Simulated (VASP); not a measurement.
**CdSe (F-43m): a series in biaxial strain in the (001) plane**

Strain engineering needs slopes: what does biaxial strain in the (001) plane do to the lattice and the band edges of CdSe?

Method: LDA; plane waves and PAW (Cd, Se); cell typed or built by script, in the first sound run; inputs show where later runs differ, in VASP 6.6.1.

### 1. The starting structure

Symmetry: F-43m, No. 216, cubic system. The conventional cell has a = 6.050 Å, b = 6.050 Å, c = 6.050 Å, α = 90.00°, β = 90.00°, γ = 90.00°. Nearest to Cd lie 4 Se at 2.62 Å. Se has 4 Cd at 2.62 Å nearest. Farther neighbours and most contacts between anions are not listed.

As a file:

```cif
data_structure
_symmetry_space_group_name_H-M 'F-43m'
_symmetry_Int_Tables_number 216
_cell_length_a 6.0500
_cell_length_b 6.0500
_cell_length_c 6.0500
_cell_angle_alpha 90.000
_cell_angle_beta 90.000
_cell_angle_gamma 90.000
_cell_volume 221.45
loop_
_atom_site_label
_atom_site_type_symbol
_atom_site_symmetry_multiplicity
_atom_site_Wyckoff_symbol
_atom_site_fract_x
_atom_site_fract_y
_atom_site_fract_z
_atom_site_occupancy
Cd1 Cd 4 a 0.00000 0.00000 0.00000 1
Se1 Se 4 d 0.25000 0.25000 0.75000 1
```

### 2. Relax the crystal, LDA

The series starts from the cell that this level prefers, so that zero strain is near zero stress.

This step took 2 runs in a row; the last is shown.

Level: LDA; plane waves and PAW (Cd, Se); cell typed or built by script.

INCAR

```
SYSTEM = CdSe
PREC = Accurate
ENCUT = 450
EDIFF = 1E-07
NELM = 120
ISMEAR = 0
SIGMA = 0.02
LREAL = .FALSE.
ALGO = Normal
GGA = CA
NBANDS = 15
LASPH = .TRUE.
LORBIT = 11
LWAVE = .FALSE.
LCHARG = .FALSE.
KPAR = 16
IBRION = 2
NSW = 40
ISIF = 3
EDIFFG = -0.005
POTIM = 0.4
```

POSCAR

```
CdSe
1.0
    0.0000000000      3.0102352751      3.0102352751
    3.0102352751      0.0000000000      3.0102352751
    3.0102352751      3.0102352751      0.0000000000
Cd Se
1 1
Direct
    0.0000000000      0.0000000000      0.0000000000
    0.2500000000      0.2500000000      0.2500000000
```

KPOINTS

```
Automatic mesh
0
Gamma
9 9 9
0 0 0
```

The projector-augmented-wave data sets are Cd and Se (LDA family, release 64).

Run with:

```
> mpirun -np 16 vasp_std
```

What it wrote:

```text
[banner, memory and clock lines left out]
running   16 mpi-ranks, on    1 nodes
[...]
|                                                                             |
|           W    W    AA    RRRRR   N    N  II  N    N   GGGG   !!!           |
|           W    W   A  A   R    R  NN   N  II  NN   N  G    G  !!!           |
|           W    W  A    A  R    R  N N  N  II  N N  N  G       !!!           |
|           W WW W  AAAAAA  RRRRR   N  N N  II  N  N N  G  GGG   !            |
|           WW  WW  A    A  R   R   N   NN  II  N   NN  G    G                |
|           W    W  A    A  R    R  N    N  II  N    N   GGGG   !!!           |
|                                                                             |
|     For optimal performance we recommend to set                             |
|       NCORE = 2 up to number-of-cores-per-socket                            |
|     NCORE specifies how many cores store one orbital (NPAR=cpu/NCORE).      |
|     This setting can greatly improve the performance of VASP for DFT.       |
[...]
|     Unfortunately you need to use the default for GW and RPA                |
|     calculations (for HF NCORE is supported but not extensively tested      |
|     yet).                                                                   |
|                                                                             |

 LDA part: xc-table for (Slater(with rela. corr.)+CA(PZ))
 , standard interpolation
 POSCAR, INCAR and KPOINTS ok, starting setup
[...]
entering main loop
       N       E                     dE             d eps       ncg     rms          rms(c)
DAV:   1     0.101608436630E+03    0.10161E+03   -0.81555E+03  1058   0.960E+02
DAV:   2    -0.319394261801E+01   -0.10480E+03   -0.98807E+02  1239   0.254E+02
DAV:   3    -0.711613717192E+01   -0.39222E+01   -0.39144E+01  1309   0.512E+01
DAV:   4    -0.713291401481E+01   -0.16777E-01   -0.16776E-01  1267   0.333E+00
[...]
DAV:  11    -0.676197850730E+01   -0.45949E-05   -0.17463E-05  1113   0.373E-02    0.124E-02
DAV:  12    -0.676197807923E+01    0.42807E-06   -0.17261E-06  1344   0.198E-02    0.468E-03
DAV:  13    -0.676197812872E+01   -0.49491E-07   -0.21885E-07  1127   0.299E-03
   1 F= -.67619781E+01 E0= -.67619781E+01  d E =-.676198E+01
[...]
reached required accuracy - stopping structural energy minimisation
```

Elapsed: 5.6 s, on 16 MPI ranks of Intel Xeon Platinum 8488C (Sapphire Rapids), shared host; peak memory 2.6 GiB.

Lines that name or quote the potential files are left out of all logs, and their timing lines are given in words.

OUTCAR, selected parts (step 2):

```text
  Total       -0.0057860     -0.0057860     -0.0057860      0.0000000      0.0000000      0.0000000
  in kB       -0.1699248     -0.1699248     -0.1699248      0.0000000      0.0000000      0.0000000
  external PRESSURE =      -0.1699248 kB  Pullay stress =       0.0000000 kB

 POSITION                                       TOTAL-FORCE (eV/Angst)
 -----------------------------------------------------------------------------------
      0.00000      0.00000      0.00000         0.000000      0.000000      0.000000
      1.50512      1.50512      1.50512        -0.000000     -0.000000     -0.000000
 -----------------------------------------------------------------------------------
    total drift:                               -0.000000     -0.000000     -0.000000

  FREE ENERGIE OF THE ION-ELECTRON SYSTEM (eV)
  ---------------------------------------------------
  free  energy   TOTEN  =        -6.7619781287 eV

  energy  without entropy=       -6.7619781287  energy(sigma->0) =       -6.76197813

 reached required accuracy - stopping structural energy minimisation

[... 3 further parts left out ...]
[key lines of the parts left out:]
E-fermi :   1.2255
```

Read from the output:

| Property | Result |
| --- | --- |
| energy(sigma→0) of the program | -6.7620 eV |
| stress, compression positive | xx, yy, zz -0.02, -0.02, -0.02 GPa |
| volume | 54.555 Å³ |
| ionic steps | 1 |

### 3. Strain along the normal, LDA

One member in full: the plane is strained by 1 %, and the strain along the normal is moved by secant steps until the normal stress is under 0.012 GPa or five steps are spent; the atoms relax at each step.

This step took 2 runs, each at a new trial strain with the atoms of the one before; the last is shown.

Level: LDA; plane waves and PAW (Cd, Se); cell typed or built by script.

INCAR, as its differences from that of step 2:

```diff
@@ -15,7 +15,7 @@
 LCHARG = .FALSE.
-KPAR = 16
-IBRION = 2
-NSW = 40
-ISIF = 3
-EDIFFG = -0.005
-POTIM = 0.4
+KPAR = 4
+IBRION = 1
+NSW = 25
+ISIF = 2
+EDIFFG = -0.004
+POTIM = 0.3
```

POSCAR

```
CdSe
1.0
    0.0000000000      3.0403376280      2.9642265340
    3.0403376280      0.0000000000      2.9642265340
    3.0403376280      3.0403376280      0.0000000000
Cd Se
1 1
Direct
    0.0000000000      0.0000000000      0.0000000000
    0.2500000000      0.2500000000      0.2500000000
```

KPOINTS is that of step 2.

Run with:

```
> mpirun -np 4 vasp_std
```

What it wrote:

```text
[banner, memory and clock lines left out]
running    4 mpi-ranks, on    1 nodes
[...]
LDA part: xc-table for (Slater(with rela. corr.)+CA(PZ))
 , standard interpolation
 POSCAR, INCAR and KPOINTS ok, starting setup
[...]
entering main loop
       N       E                     dE             d eps       ncg     rms          rms(c)
DAV:   1     0.100328176610E+03    0.10033E+03   -0.82618E+03  2290   0.963E+02
DAV:   2    -0.327817467533E+01   -0.10361E+03   -0.98575E+02  2649   0.253E+02
DAV:   3    -0.711565213688E+01   -0.38375E+01   -0.38299E+01  2719   0.507E+01
DAV:   4    -0.713204999896E+01   -0.16398E-01   -0.16397E-01  2768   0.329E+00
[...]
DAV:  11    -0.676063712611E+01   -0.46789E-05   -0.17836E-05  2628   0.377E-02    0.125E-02
DAV:  12    -0.676063667425E+01    0.45186E-06   -0.17753E-06  2761   0.199E-02    0.471E-03
DAV:  13    -0.676063672634E+01   -0.52090E-07   -0.24414E-07  2551   0.316E-03
   1 F= -.67606367E+01 E0= -.67606367E+01  d E =-.676064E+01
 BRION: g(F)=  0.302E-46 g(S)=  0.000E+00
 reached required accuracy - stopping structural energy minimisation
```

Wall time 16 s (4 MPI ranks); peak memory 0.7 GiB; 59 s of CPU time.

Parts of OUTCAR (step 3):

```text
  Total       -0.1517297     -0.1517297      0.0025568      0.0000000      0.0000000      0.0000000
  in kB       -4.4360466     -4.4360466      0.0747526      0.0000000      0.0000000      0.0000000
  external PRESSURE =      -2.9324469 kB  Pullay stress =       0.0000000 kB

 POSITION                                       TOTAL-FORCE (eV/Angst)
 -----------------------------------------------------------------------------------
      0.00000      0.00000      0.00000        -0.000000     -0.000000     -0.000000
      1.52017      1.52017      1.48211         0.000000      0.000000      0.000000
 -----------------------------------------------------------------------------------
    total drift:                               -0.000000     -0.000000      0.000000

  FREE ENERGIE OF THE ION-ELECTRON SYSTEM (eV)
  ---------------------------------------------------
  free  energy   TOTEN  =        -6.7606367263 eV

  energy  without entropy=       -6.7606367263  energy(sigma->0) =       -6.76063673

[... 1 part as in an earlier step ...]

[... 3 further parts left out ...]
[key lines of the parts left out:]
E-fermi :   1.1779
```

Read from the output:

```
energy(sigma→0) of the program : -6.7606 eV
stress, compression positive   : xx, yy, zz -0.44, -0.44, 0.01 GPa
ionic steps                    : 1
```

### 4. Band edges, HSE06

Short lines in KPOINTS_OPT sample the zone centre along and across the normal of the plane, for masses, and the other valleys.

Level: HSE06; plane waves and PAW (Cd, Se); cell typed or built by script.

INCAR

```
SYSTEM = CdSe
PREC = Accurate
ENCUT = 450
EDIFF = 1E-06
NELM = 100
ISMEAR = 0
SIGMA = 0.02
LREAL = .FALSE.
ALGO = Normal
LHFCALC = .TRUE.
AEXX = 0.25
GGA = PE
HFSCREEN = 0.2
LASPH = .TRUE.
NBANDS = 14
PRECFOCK = Fast
LWAVE = .FALSE.
LCHARG = .FALSE.
KPAR = 4
```

POSCAR is that of step 3.

KPOINTS

```
Automatic mesh
0
Gamma
5 5 5
0 0 0
```

KPOINTS_OPT

```
Line mode
6
Line-mode
Reciprocal
  0.00000000   0.00000000   0.00000000
  0.02358857   0.02358857   0.00000000

  0.00000000   0.00000000   0.00000000
 -0.00000000  -0.02419424  -0.02419424

  0.31000000   0.31000000   0.00000000
  0.50000000   0.50000000   0.00000000

  0.00000000   0.31000000   0.31000000
  0.00000000   0.50000000   0.50000000

  0.45000000   0.45000000   0.45000000
  0.50000000   0.50000000   0.50000000

  0.45000000   0.00000000   0.00000000
  0.50000000   0.00000000   0.00000000

  0.42500000   0.42500000   0.00000000
  0.42500000   0.44919424   0.02419424

  0.50000000   0.50000000   0.50000000
  0.48289209   0.51710791   0.50000000
```

Run with:

```
> mpirun -np 4 vasp_std
```

What it wrote:

```text
[banner, memory and clock lines left out]
running    4 mpi-ranks, on    1 nodes
[...]
|                                                                             |
|               ----> ADVICE to this user running VASP <----                  |
|                                                                             |
|     You enforced a specific xc type in the INCAR file but a different       |
|     [... a line on the potential file left out ...]
|     I HOPE YOU KNOW WHAT YOU ARE DOING!                                     |
|                                                                             |

 LDA part: xc-table for (Slater+PW92), standard interpolation
 found WAVECAR, reading the header
 POSCAR, INCAR and KPOINTS ok, starting setup
[...]
reading WAVECAR
 the WAVECAR file was read successfully
 initial charge from wavefunction
 entering main loop
       N       E                     dE             d eps       ncg     rms          rms(c)
DAV:   1    -0.685635793180E+01   -0.68564E+01   -0.11776E+00   504   0.126E+01    0.343E+00
DAV:   2    -0.684799135742E+01    0.83666E-02   -0.88044E-02   570   0.445E+00    0.178E+00
DAV:   3    -0.684177921308E+01    0.62121E-02   -0.15091E-02   594   0.163E+00    0.106E+00
DAV:   4    -0.684081577907E+01    0.96343E-03   -0.20022E-03   546   0.456E-01    0.640E-01
DAV:   5    -0.684063279045E+01    0.18299E-03   -0.31850E-04   528   0.143E-01    0.379E-01
DAV:   6    -0.684058354509E+01    0.49245E-04   -0.43777E-05   534   0.550E-02    0.220E-01
DAV:   7    -0.684056596784E+01    0.17577E-04   -0.81144E-06   522   0.248E-02    0.126E-01
DAV:   8    -0.684056101829E+01    0.49496E-05   -0.40183E-06   516   0.158E-02    0.714E-02
DAV:   9    -0.684056043540E+01    0.58289E-06   -0.16360E-06   516   0.969E-03
   1 F= -.68405604E+01 E0= -.68405604E+01  d E =-.726212E-12
 Start KPOINTS_OPT (optional k-point list driver)
k-point batch [1-18\48]
       N       E                     dE             ncg
DAV:   1     0.583350351090E+03   -0.31586E+04      504
DAV:   2    -0.183074071849E+04   -0.24141E+04      570
DAV:   3    -0.197663817748E+04   -0.14590E+03      558
DAV:   4    -0.197845008337E+04   -0.18119E+01      600
DAV:   5    -0.197845920102E+04   -0.91176E-02      600
DAV:   6    -0.197845929005E+04   -0.89033E-04      540
DAV:   7    -0.197845929140E+04   -0.13444E-05      502
DAV:   8    -0.197845929145E+04   -0.50174E-07      396
[...]
k-point batch [37-48\48]
       N       E                     dE             ncg
DAV:   1     0.321070337150E+04   -0.63576E+04      336
DAV:   2     0.163062387430E+04   -0.15801E+04      372
DAV:   3     0.154426407965E+04   -0.86360E+02      390
DAV:   4     0.154323268950E+04   -0.10314E+01      402
DAV:   5     0.154322756570E+04   -0.51238E-02      408
DAV:   6     0.154322753246E+04   -0.33243E-04      372
DAV:   7     0.154322753210E+04   -0.35632E-06      282
```

The job ended after 13 min (4 MPI ranks; peak memory 1.2 GiB; 52 min of CPU time).

Parts of OUTCAR (step 4):

```text
  LATTYP: Found a body centered tetragonal cell.
 ALAT       =     4.2996867077
 C/A-ratio  =     1.3788104741

 Subroutine GETGRP returns: Found  8 space group operations
 (whereof  8 operations were pure point group operations)

The static configuration has the point symmetry D_2d.

 Found     18 irreducible k-points:

   k-points           NKPTS =     18   k-points in BZ     NKDIM =    125   number of bands    NBANDS=     14

   dimension x,y,z NGX =    30 NGY =   30 NGZ =   30
   dimension x,y,z NGXF=    60 NGYF=   60 NGZF=   60

   ENCUT  =  450.0 eV  33.07 Ry    5.75 a.u.   7.34  7.34  7.44*2*pi/ulx,y,z

   NELECT =      18.0000    total number of electrons

  exchange ACFDT corr.  =         0.00000000  see jH, gK, PRB 81, 115126

 E-fermi :   0.8498

 k-point     1 :       0.0000    0.0000    0.0000
  band No.  band energies     occupation
    ...
      5      -8.1296      2.00000
      6      -8.1231      2.00000
      7       0.6840      2.00000
      8       0.6840      2.00000
      9       0.7634      2.00000
     10       2.3454      0.00000
     11       7.7337      0.00000
     12       7.7337      0.00000
     13       7.7362      0.00000
     14      11.8738      0.00000

 k-point     2 :       0.2000    0.0000    0.0000
  band No.  band energies     occupation
    ...
      5      -8.1280      2.00000
      6      -8.1255      2.00000
      7      -1.4796      2.00000
      8       0.3543      2.00000
      9       0.4330      2.00000
     10       3.8478      0.00000
     11       7.5479      0.00000
     12       8.1564      0.00000
     13       8.2326      0.00000
     14      11.8152      0.00000

 POSITION                                       TOTAL-FORCE (eV/Angst)
 -----------------------------------------------------------------------------------
      0.00000      0.00000      0.00000        -0.000000     -0.000000     -0.000000
      1.52017      1.52017      1.48211         0.000000      0.000000      0.000000
 -----------------------------------------------------------------------------------
    total drift:                               -0.000002     -0.000002     -0.000001

  FREE ENERGIE OF THE ION-ELECTRON SYSTEM (eV)
  ---------------------------------------------------
  free  energy   TOTEN  =        -6.8405604354 eV

  energy  without entropy=       -6.8405604354  energy(sigma->0) =       -6.84056044

[... 1 part as in an earlier step ...]

[... 7 further parts left out ...]
```

Read from the output:

```
energy(sigma→0) of the program : -6.8406 eV
```

### 5. The table

Hybrid runs start from orbitals of a short LDA run, not shown.

Runs beyond LDA use the data sets made with LDA; this shifts their levels slightly, and their total energies have another zero.

The other members went through these steps as far as the tables show, with the same cutoff and, step by step, the same mesh; 40 runs are not shown. The session took 8.2 core hours (wall time by ranks) on a shared machine.

```tsv
in-plane strain (%)	strain along the normal (%)	in-plane stress, tension positive (GPa)	energy above the unstrained row (meV/atom)	gap on the mesh, LDA (eV)
-2.000	2.877	-0.960	3.486	0.387
-1.500	2.159	-0.710	1.984	0.398
-1.000	1.439	-0.466	0.917	0.408
-0.500	0.711	-0.228	0.250	0.418
0	-0.026	0.003	0.000	0.425
0.500	-0.783	0.222	0.151	0.394
1.000	-1.528	0.444	0.670	0.363
1.500	-2.265	0.668	1.556	0.333
2.000	-3.047	0.868	2.805	0.304
```

Slopes at zero strain, from cubics through all rows: strain ratio -1.481, stress over strain 46 GPa. For a cubic crystal strained in (001) the ratio is −2C₁₂/C₁₁.

Band edges at HSE06, counted from the valence-band top at Γ, with one row partly withheld:

```tsv
in-plane strain (%)	gap (eV)	conduction band at Γ (eV)	Δ or X valley along z (eV)	Δ or X valley along x (eV)	lowest conduction level at L, [111] (eV)	lowest conduction level at L, [-111] (eV)	second valence level below the top (eV)	third valence level below the top (eV)
-2.000	1.611	1.612	3.975	3.788	3.392	3.392	0.000	0.178
-1.500	?	?	3.961	3.822	3.413	3.413	0.000	0.131
-1.000	1.632	1.632	3.947	3.857	3.431	3.431	0.000	0.085
-0.500	1.640	1.641	3.935	3.891	3.446	3.446	0.000	0.041
0	1.647	1.647	3.922	3.923	3.456	3.456	0.001	0.001
0.500	1.614	1.614	3.871	3.916	3.424	3.424	0.041	0.041
1.000	1.582	1.582	3.823	3.911	3.391	3.391	0.079	0.079
1.500	1.550	1.551	3.780	3.908	3.357	3.357	0.115	0.115
2.000	1.520	1.520	3.736	3.905	3.322	3.322	0.150	0.150
```

Conduction masses, in electron masses:

```tsv
in-plane strain (%)	conduction mass at Γ, along the strain axis or the normal of the plane	conduction mass at Γ, across the strain axis or in the plane
-2.000	0.115	0.113
-1.500	0.115	0.112
-1.000	0.114	0.113
-0.500	0.114	0.113
0	0.113	0.113
0.500	0.112	0.113
1.000	0.111	0.113
1.500	0.111	0.113
2.000	0.110	0.112
```

### 6. Fit and prediction

The quantity to fit is the conduction level at Γ above the mean of the three top valence levels at HSE06: 1.671, 1.660, 1.654, 1.648, 1.642, 1.635, 1.628, 1.621 eV in the rows shown.

Fitting a parabola to the 8 known rows (e: strain in %) gives E = − 4.94e-4 e² − 0.01268 e + 1.648 in eV; the residuals are 1.5e-4 eV r.m.s.

For the withheld row, e = -1.5, the fit gives 1.6659 eV.

### 7. Prediction against calculation

The calculation gives 1.6660 eV, so the prediction is 0.0001 eV too low.

### 8. What came out

```json
{"ratio of normal to in-plane strain": "-1.481", "biaxial modulus": "46 GPa", "gap of the unstrained cell, HSE06": "1.65 eV", "slope at zero strain of the conduction level at Γ above the mean of the three top valence levels, HSE06": "-13 meV per %", "error of the predicted row": "-0.1 meV", "valence shear potential |b|, HSE06": "1.10 eV"}
```

In words: As a check, the curvature of the energy gives 46 GPa for the same modulus (energy per volume = M × strain²), 1 % from the slope of the stress. At HSE06 the lowest conduction valley is Γ throughout, and the gap runs between 1.52 and 1.65 eV. Without spin-orbit coupling the three valence levels split by 3|b| times the difference of the strains; the rows within 1 % give |b| = 1.10 eV. Hole masses are left out throughout, since the top bands are degenerate or cross in many series; of conduction masses, those of the Γ, L and (for Si and Ge under (001) strain) Δ valleys are kept where they change by under an eighth between rows. HSE06 ran on a coarser mesh than the semilocal levels. Spin-orbit coupling is left out at HSE06, so the valence splittings there lack it. Δ or X levels are the lowest on their line, refined by a parabola unless they lie at X; the gap is read from all points sampled and can differ from the lowest valley by some meV, or by tens of meV where strain moves the valence top off Γ. Temperature, zero-point motion and excitons are left out.

[Lines on the potential files, build, host, timing and source positions are cut from VASP's logs without a mark.]

[Logs are printed without paths, hosts, clocks, repeated set-up lines and the standing remarks that a program may print on its own settings, such as how far it seeks lower states.]

[Hosts, paths, dates, database ids (printed as entryN), source tags and the programs' standing remarks are cut or masked in the printed files.]

[In band tables of VASP the shares of atoms and orbitals are scaled to a sum of 1 inside the atoms' spheres.]
